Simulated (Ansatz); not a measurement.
The system is Si2Mo.

```
CELL_PARAMETERS angstrom
-1.60000 1.60000 3.93050
1.60000 -1.60000 3.93050
1.60000 1.60000 -3.93050
ATOMIC_POSITIONS crystal
Mo 0.00000 0.00000 0.00000
Si 0.66700 0.66700 0.00000
Si 0.33300 0.33300 0.00000
```

| Item | Value |
| --- | --- |
| Program | Ansatz 0.2.0 |
| Task | relaxation of cell and atoms |
| Functional | PBE0 |
| Potentials or basis | Ansatz PAW |
| Cutoff | 420 eV (not typed: the program's choice for these potentials) |
| k mesh | 8 × 8 × 8 |
| Occupations | fermi-dirac, width 0.05 eV |
| Spin | no spin polarisation |

At the start: volume 13.42 Å³/atom.

How do energy, volume and symmetry change on relaxing?

It ends after 5 steps and the volume is 13.21 Å³/atom (-1.5 %); space group I4/mmm (No. 139, to 0.05 Å).

Step by step:
| step | energy change (eV) | largest force (eV/Å) | volume (Å³) |
| --- | --- | --- | --- |
| 1 | 0.0000 | 0.5214 | 40.25 |
| 2 | -0.0195 | 0.0231 | 39.36 |
| 3 | -0.0213 | 0.0157 | 39.63 |
| 4 | -0.0213 | 0.0015 | 39.63 |
| 5 | -0.0212 | 0.0014 | 39.63 |

Final structure:
```
CELL_PARAMETERS angstrom
-1.59421 1.59421 3.89826
1.59421 -1.59421 3.89826
1.59421 1.59421 -3.89826
ATOMIC_POSITIONS crystal
Mo 0.00000 0.00000 0.00000
Si 0.66410 0.66410 0.00000
Si 0.33590 0.33590 0.00000
```

Caveat: the plane-wave basis is chosen anew once the cell has moved, so the energies of steps on either side of that aren't comparable; the PAW data sets come from PBE, with cores solved anew for the run's functional, which leaves a small shift of forces and pressure.
